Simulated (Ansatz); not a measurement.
A 3-atom cell of MoS₂ (R3m) from a materials database (r2SCAN+rVV10 geometry), in Ansatz:

```
CELL_PARAMETERS angstrom
1.58759 0.91660 6.19393
-1.58759 0.91660 6.19393
0.00000 -1.83319 6.19393
ATOMIC_POSITIONS crystal
Mo 0.99976 0.99976 0.99976
S 0.41678 0.41678 0.41678
S 0.24946 0.24946 0.24946
```

G0W0@PBE with 400 empty bands, a screening cutoff of 220 eV and a 6×6×6 mesh (PAW, contour deformation) gives 1.329 eV over the mesh points, from a PBE gap of 0.954 eV; it sums over 413 bands with 399 plane waves in the screening and a wave cutoff of 420 eV. G0W0 values are finite-basis, finite-mesh values. Spin-unpolarised throughout; all numbers are computed.

Question: Estimate the gap with starting point PBE0.

Answer: 1.684 eV (+0.355 eV), from a Kohn-Sham gap of 2.082 eV.

Question: Estimate the gap with empty bands 736, screening cutoff 300 eV.

Answer: 1.340 eV (+0.011 eV), from a Kohn-Sham gap of 0.954 eV.

Question: Estimate the gap with empty bands 161, screening cutoff 120 eV.

Answer: 1.291 eV (-0.038 eV), from a Kohn-Sham gap of 0.954 eV.

Question: Estimate the gap with frequency model Godby-Needs pole.

Answer: 1.340 eV (+0.011 eV), from a Kohn-Sham gap of 0.954 eV.

Spin-orbit coupling is left out.

The program warns that the k mesh is coarse for exact exchange in some of these runs, so their gaps aren't converged.
